**Question**

The table comes from a density-functional calculation with the program exciting (release sodium) and the semilocal functional APBE on bulk copper, the metal of chip interconnects. Around each nucleus the calculation draws a sphere of radius 1.8 bohr and sorts the electron density inside it into s, p and d character. "Projection electrons" is the number of electrons of one character and one spin in filled states. "Projection band centre" is their mean energy, measured from the Fermi energy.

Bulk fcc copper, computed with exciting (release sodium) using APBE, all-electron LAPW+lo, collinear spins without spin–orbit coupling, a 13×13×13 k mesh and Fermi–Dirac smearing of 0.136 eV. Projections cover filled states above −12 eV inside muffin-tin spheres of radius 1.8 bohr; band centres are relative to the Fermi energy.

| projection name | projection electrons (e) | projection band centre (eV) |
| --- | --- | --- |
| Cu1 s | 0.100 | -5.340 |
| Cu1-s-down | 0.100 | -5.340 |
| Cu1 p | 0.070 | -3.460 |
| Cu1-p-down | 0.070 | -3.460 |
| Cu1 d | 4.270 | -2.830 |
| Cu1-d-down | 4.270 | -2.830 |

The same run puts 2.15 electrons per atom in the space between the spheres. Its density of states at the Fermi level is 0.27 states per eV and atom.

Three readers look at the d rows. The first concludes that metallic copper has an open d shell, with about one and a half holes. The second thinks that some valence electrons lie below the energy floor of the projection, at −12 eV. The third holds that the d shell is full and that the sphere is too small to contain it. Decide between them as far as the numbers allow, and say what the s and p rows add.

**Model answer**

The rows without a spin label hold spin-up electrons only, so each must be added to its spin-down partner. The d count is then 4.27 + 4.27 = 8.54 electrons. The two channels agree although the calculation left them free to differ, so this copper is not magnetic. With s and p included, the projections find 8.88 of the 11 electrons that copper has in its 3d and 4s shells.

The second reader can be answered by book-keeping. The projections leave 11 − 8.88 = 2.12 electrons to be found, and the space between the spheres holds 2.15. The two figures agree to about 0.03 electrons. The rounding of six rows to hundredths can explain most or all of this difference, and the space between the spheres also holds a trace of the deeper shells. All the valence electrons are therefore accounted for above the floor.

The same balance does not choose between the first reader and the third. If the d shell were open, the electrons taken from it would sit in the broad band built from 4s and 4p orbitals, the sp band, and much of that band's density lies between the spheres. If the d shell is full, the outer tails of the d orbitals lie there instead. Both pictures conserve charge and both fill the gap between the atoms. What separates them is how many sp electrons there are, and whether the Fermi level runs through the d band.

The number of sp electrons can be estimated from a simpler system, a gas of electrons spread evenly through the crystal. In such a gas the sphere catches a share of the electrons equal to its share of the volume. The radius of 1.8 bohr is 0.953 Å, and each atom has 11.81 Å³ to itself, so the share is

$$
f=\frac{\tfrac{4}{3}\pi\,(0.953\ \text{Å})^3}{11.81\ \text{Å}^3}\approx 0.31 .
$$

An sp electron that belongs fully to the metal should thus appear in the s and p rows as only about 0.3 of an electron.

With a full d shell there is one sp electron per atom, and the s and p rows together should hold about 0.31. With an open shell there would be 11 − 8.54 = 2.46 sp electrons, and the rows should hold about 0.75. The table gives 0.34. This favours the full shell, though an even gas is a rough stand-in for a real sp band.

The d electrons behave quite differently in the same sphere. If there are ten of them, the sphere holds about 85 % of their density in less than a third of the volume. That is the mark of a compact orbital whose outer tail has been cut off. A projected count therefore depends on two things, how many electrons a shell has and how far they reach. A compact shell is counted nearly in full, while a spread-out one shrinks towards the volume share of the sphere.

The Fermi level offers a sharper test, because it doesn't depend on where the density sits in space. A d band is narrow: it packs its states into a few electronvolts. If the band were only partly filled, the Fermi level would cut through it, and the density of states there would be high. If the band is full and ends below the Fermi level, mainly the broad sp band remains there, and the density of states is low.

The height expected for an open shell follows from the d rows. Let the d band be a box of constant height, filled from its bottom up to the Fermi level. The centre of the filled part, −2.83 eV, lies halfway down, so the filled part is twice as deep as that. It must hold the 8.54 electrons, which gives

$$
g_d=\frac{8.54}{2\times 2.83\ \text{eV}}\approx 1.5\ \text{states per eV and atom}.
$$

The calculation finds 0.27 for all states together, between five and six times less. One free electron per atom at the density of copper would give 0.21, and 2.46 of them would give 0.29, because the value grows only with the cube root of their number. This comparison therefore can't count the sp electrons. It does show that an sp band alone supplies about as many states as are found, which leaves little room for those of an open d band. The first reader's holes would need a d band with a deep dip exactly at the Fermi level.

This is also what matters for copper as a wiring metal. In metals with a partly filled d band, mobile electrons can scatter into many heavy d states at the Fermi level, and this raises the resistance. Copper has few states of any kind there. That is a standard part of the explanation of its good conduction; the computed density of states supports the premise, while the resistance itself was not computed.

The third reader is therefore right as far as these numbers reach. The count of 8.54 describes a full d shell seen through a small window. The accepted band structure of copper agrees, with its d bands complete below the Fermi level.

**Remarks on the reasoning**

*Why the wrong answer tempts.* A number of electrons beside the letter d looks like an occupation from a textbook configuration. The s row shows most plainly that it is not one. Read in the same way, its total of 0.20 would mean that copper has a fifth of an s electron, and all the rows together would leave more than two of the eleven electrons in no shell at all. A reader who distrusts the s count for this reason should distrust the d count too, since both come from the same sphere.

*What "full" means.* In a crystal the d orbitals mix with s and p orbitals, so a little d character lies above the Fermi level and a little sp character lies in the d bands. The label $3d^{10}$ says that five narrow bands are filled. It doesn't promise that the d character adds up to exactly ten, even in a perfect projection. The share of 85 % quoted above rests on that round number and should be read as an estimate.

*Where the even gas fails.* The gas gives the sum of the s and p rows quite well, but not their proportions. Seen from an atom, a plane wave of wave number $k$ is s-like close to the nucleus, and at distance $r$ its p part grows as $(kr)^2/3$. Averaged over the filled waves and over the sphere, this becomes $0.12\,(k_F R)^2$, where $k_F$ is the largest filled wave number and $R$ the sphere radius. With $k_F R\approx 1.3$ this lowest-order estimate gives a p share of about 20 %, whereas the table gives 41 %.

A likely reason is that d orbitals of neighbouring atoms reach into the sphere. Seen from its centre, their tails no longer look like d orbitals, and part of them is booked as s or p. The table doesn't separate this part from true sp electrons, so the explanation remains a guess. It also means that the good agreement of the sum may rest on errors that offset each other, which is why the density of states should carry more weight in the verdict.

*What the band centres add.* The s character is centred at −5.34 eV and the p character at −3.46 eV. The shape of the sp band leads one to expect this order. At its bottom the wave has the same phase on every atom and is s-like; towards the Fermi level the wave number rises and p character comes in. Any d tails booked as p would also draw the p centre towards that of the d bands, so the order alone doesn't prove this account. Any simple metal whose band starts from an s-like bottom should show the same order in its filled states.

The depth is another matter. Taken together, the filled s and p character is centred at −4.6 eV, while a free-electron band with one electron per atom would be centred at −2.8 eV. The d bands of copper lie within the energy range of the sp band, and bands that mix push each other apart. Sp states below the d bands are thereby pressed down, except at the very bottom, where symmetry forbids the mixing, and those above the d bands, near the Fermi level, are pushed up. Measured from the Fermi level, the lower part of the sp band then lies deeper. This is the standard account of such mixing, and the direction of the shift fits it, but its size was not tested here.

*How firm the box estimate is.* A real d band has peaks and valleys, so at any one energy its density of states can lie well above or below the box. The comparison therefore makes an open d band unlikely, but doesn't exclude it by itself. The functional adds an error of its own, since semilocal functionals place the d bands of copper too shallow, by very roughly half an electronvolt. A centre deeper by that amount would lower the box from about 1.5 to about 1.3 states per eV and atom. The gap to the computed density of states would remain wide.

*Use in practice.* Someone who compares copper inside a line with copper at a barrier layer may find that the projected d count has changed. Before this is read as charge transfer, the sphere radius must be the same in both calculations, because a larger sphere takes in more of the d tails. The total density of states at the Fermi level is no safe guide there, since the barrier adds states of its own. A better check on whether the d band has really opened is the d part of the density of states on the copper atom itself, at the Fermi level and with the same sphere in both calculations.
